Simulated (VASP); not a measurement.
**ZnS: single point with r2SCAN**

**The experiment to reproduce.**

A printed reference work, monograph reports, for a bulk crystal of ZnS at 4 K: band gap 3.911 eV (direct).

Crystal: ZnS.

```
CELL_PARAMETERS angstrom
3.81100 0.00000 0.00000
-1.90550 3.30042 0.00000
0.00000 0.00000 6.23400
ATOMIC_POSITIONS crystal
Zn 0.33333 0.66667 0.00000
Zn 0.66667 0.33333 0.50000
S 0.33333 0.66667 0.38500
S 0.66667 0.33333 0.88500
```

```json
{
 "Program": "VASP 6.6.1",
 "Task": "single point",
 "Functional": "r2SCAN",
 "Potentials or basis": "VASP PAW PBE potentials, release 64 (Zn, S)",
 "Cutoff": "520 eV",
 "k mesh": "12 × 12 × 4",
 "Occupations": "gaussian, width 0.05 eV",
 "Spin": "no spin polarisation",
 "Dipole correction": "no",
 "Further INCAR settings": "ALGO = Normal; EDIFF = 1e-06; NBANDS = 26"
}
```

* Pressure: 0.2 GPa
* Largest force: 0.318 eV/Å
* Band gap on the k mesh: 2.83 eV, direct

Forces in eV/Å, atoms in the order of the input:
```
Zn   0.000  0.000  0.318
Zn   0.000  0.000  0.318
S    0.000  0.000 -0.318
S    0.000  0.000 -0.318
```

Stress tensor (GPa, compression positive):
```
 0.83  0.00  0.00
 0.00  0.83  0.00
 0.00  0.00 -1.08
```

Levels at points of the mesh, in eV from the valence-band top:
```tsv
k point	band 15	band 16	band 17	band 18	band 19	band 20	band 21	band 22
(0.00, 0.00, 0.00)	-0.88	-0.01	-0.01	0.00	2.83	3.51	6.79	6.79
(0.50, 0.00, 0.00)	-3.22	-2.31	-1.59	-1.00	4.00	4.79	5.53	7.61
(0.00, 0.00, 0.50)	-0.46	-0.46	-0.46	-0.46	4.06	4.06	7.22	7.22
(0.50, 0.00, 0.50)	-1.70	-1.70	-1.57	-1.57	4.03	4.03	5.58	5.58
```

Run time: 5.4 min on 1 thread of Intel(R) Xeon(R) Platinum 8259CL CPU @ 2.50GHz (Skylake/Cascade Lake) (shared host), peak memory 0.25 GiB.

Measured gap of ZnS: 3.911 eV (direct; 4 K; a printed reference work, monograph). This calculation gives 2.83 eV (-1.08 eV). The value is that of r2SCAN on a finite k mesh, which can miss the band edges, without temperature or zero-point motion.

Caveat: the PAW data sets were made with another functional, which shifts forces and pressure a little.
